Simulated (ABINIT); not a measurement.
Write an ASE script for ABINIT 10.8.3 (patched build) that does the following.

| Quantity | Value |
| --- | --- |
| Task | equation of state |
| Functional | RPBE |
| Dispersion | D4 |
| Potentials or basis | JTH PAW PBE v2.0 |
| Cutoff | 544 eV |
| k mesh | 7 × 7 × 7 |
| Occupations | fermi-dirac, width 0.05 eV |
| Spin | no spin polarisation |
| Dispersion computed by | dftd4 4.3.1 |
| Fine-grid cutoff | 1088.46 eV |
| Exchange and correlation inside the PAW spheres | full angular mesh (pawxcdev 0, this build's default; the released program takes 1) |

Crystal: BaS.

```
CELL_PARAMETERS angstrom
0.00000 3.19375 3.19375
3.19375 0.00000 3.19375
3.19375 3.19375 0.00000
ATOMIC_POSITIONS crystal
Ba 0.00000 0.00000 0.00000
S 0.50000 0.50000 0.50000
```

These files were run (other wordings do the same):

run.py

```python
import json, os
import numpy as np
from ase.eos import EquationOfState
from ase.units import GPa
from ase.calculators.mixing import SumCalculator
from dftd4.ase import DFTD4
from ase.calculators.abinit import Abinit, AbinitProfile
from ase import Atoms

atoms = Atoms(['Ba', 'S'],
              cell=[[0.0, 3.19375, 3.19375], [3.19375, 0.0, 3.19375], [3.19375, 3.19375, 0.0]],
              scaled_positions=[[0.0, 0.0, 0.0], [0.5, 0.5, 0.5]],
              pbc=True)

profile = AbinitProfile(command='abinit', pp_paths=[os.path.abspath('pseudos')])
params = dict(
    pps='pawxml', xc='PBE',
    ecut=544.2277,
    pawecutdg=1088.4554,
    kptopt=1,
    ngkpt=[7, 7, 7],
    nshiftk=1,
    shiftk=[0.0, 0.0, 0.0],
    ixc=15,
    nband=12,
    occopt=3,
    tsmear=0.05,
    nstep=100,
    tolvrs=1e-09,
    prtwf=0,
    prtden=0,
)

cell0 = atoms.cell.copy()
volumes, energies = [], []
for i, x in enumerate([0.94, 0.96, 0.98, 1.0, 1.02, 1.04, 1.06]):
    atoms.set_cell(cell0 * x ** (1 / 3), scale_atoms=True)
    atoms.calc = SumCalculator([Abinit(profile=profile, directory=f'v{i}', **params), DFTD4(method='rpbe')])
    volumes.append(atoms.get_volume() / len(atoms))
    dft, disp = atoms.calc.mixer.calcs
    energies.append((dft.get_property('free_energy', atoms) + disp.get_property('energy', atoms)) / len(atoms))
    print(f'{x:5.2f} {volumes[-1]:10.5f} A^3/atom {energies[-1]:14.6f} eV/atom', flush=True)
    json.dump(dict(volumes=volumes, energies=energies), open('results.json', 'w'))
v0, e0, b0 = EquationOfState(volumes, energies, eos='murnaghan').fit()
print(f'V0 {v0:.4f} A^3/atom  E0 {e0:.6f} eV/atom  B0 {b0 / GPa:.2f} GPa')
```

Potentials or basis: JTH PAW PBE v2.0.

The run is started by

```bash
$ python run.py
```

Results of the run:

| Item | Value |
| --- | --- |
| Equilibrium volume | 33.31 Å³/atom (rough: see the caveat) |
| Bulk modulus | 40 GPa (rough) |

Caveat: pressures at fixed basis lie under the slope of the energies; this set's barium file shifts pressures by 1.5 GPa and gaps by 0.1 eV against other sets; the log and the count of SCF iterations are those of the last ABINIT call alone; the PAW data sets were made with another functional, which shifts forces and pressure a little; the fit is rough or its minimum lies at the end of the range.

Wall time 2 min on 1 thread of Arm Neoverse V1 (shared host), peak memory 0.12 GiB.
